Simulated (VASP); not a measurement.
A run of VASP 6.6.1:

The input POSCAR:

```
AlP                                     
1.0
    0.0000000000      2.7528708547      2.7528708547
    2.7528708547      0.0000000000      2.7528708547
    2.7528708547      2.7528708547      0.0000000000
  Al              P             
     1     1
Direct
     0.0000000000000000    0.0000000000000000    0.0000000000000000
     0.2500000000000000    0.2500000000000000    0.2500000000000000
```

Contents of INCAR.step1:

```
SYSTEM = AlP
  ALGO = Normal
  EDIFF = 1E-6
  ENCUT = 300
  GGA = PE
  ISIF = 2
  ISMEAR = 0
  KPAR = 2
  LASPH = .True.
  LCHARG = .True.
  LREAL = .False.
  LWAVE = .False.
  NELM = 120
  PREC = Accurate
  SIGMA = 0.02
```

KPOINTS.step1

```
k-points
0
Gamma
  10 10 10
  0 0 0
```

The input INCAR.step2:

```
SYSTEM = AlP
  ALGO = Normal
  EDIFF = 1E-6
  ENCUT = 300
  GGA = PE
  ICHARG = 11
  ISIF = 2
  ISMEAR = 0
  KPAR = 2
  LASPH = .True.
  LCHARG = .False.
  LREAL = .False.
  LWAVE = .False.
  NELM = 120
  PREC = Accurate
  SIGMA = 0.05
```

KPOINTS.step2

```
path GXWKGLUWLK,UX
20
line-mode
reciprocal
 0.0000000000  0.0000000000  0.0000000000  G
 0.5000000000  0.0000000000  0.5000000000  X

 0.5000000000  0.0000000000  0.5000000000  X
 0.5000000000  0.2500000000  0.7500000000  W

 0.5000000000  0.2500000000  0.7500000000  W
 0.3750000000  0.3750000000  0.7500000000  K

 0.3750000000  0.3750000000  0.7500000000  K
 0.0000000000  0.0000000000  0.0000000000  G

 0.0000000000  0.0000000000  0.0000000000  G
 0.5000000000  0.5000000000  0.5000000000  L

 0.5000000000  0.5000000000  0.5000000000  L
 0.6250000000  0.2500000000  0.6250000000  U

 0.6250000000  0.2500000000  0.6250000000  U
 0.5000000000  0.2500000000  0.7500000000  W

 0.5000000000  0.2500000000  0.7500000000  W
 0.5000000000  0.5000000000  0.5000000000  L

 0.5000000000  0.5000000000  0.5000000000  L
 0.3750000000  0.3750000000  0.7500000000  K

 0.6250000000  0.2500000000  0.6250000000  U
 0.5000000000  0.0000000000  0.5000000000  X
```

Potentials or basis: VASP PAW PBE potentials, release 64 (Al, P).

Run with:

```bash
$ cat potpaw_PBE.64/Al/POTCAR potpaw_PBE.64/P/POTCAR > POTCAR
$ cp INCAR.step1 INCAR
$ cp KPOINTS.step1 KPOINTS
$ mpirun -np 2 vasp_std > vasp.out
$ cp INCAR.step2 INCAR
$ cp KPOINTS.step2 KPOINTS
$ mpirun -np 2 vasp_std > vasp.out
```

Hardware: 2 MPI ranks on Intel(R) Xeon(R) Platinum 8488C (Sapphire Rapids) (shared host).

**Question.** Estimate the wall time of this run.

**Answer.** Wall time 7.7 s on 2 MPI ranks on Intel(R) Xeon(R) Platinum 8488C (Sapphire Rapids), with other jobs on the host, peak memory 0.14 GiB a rank. Counts: scf iterations 6, k points 200.
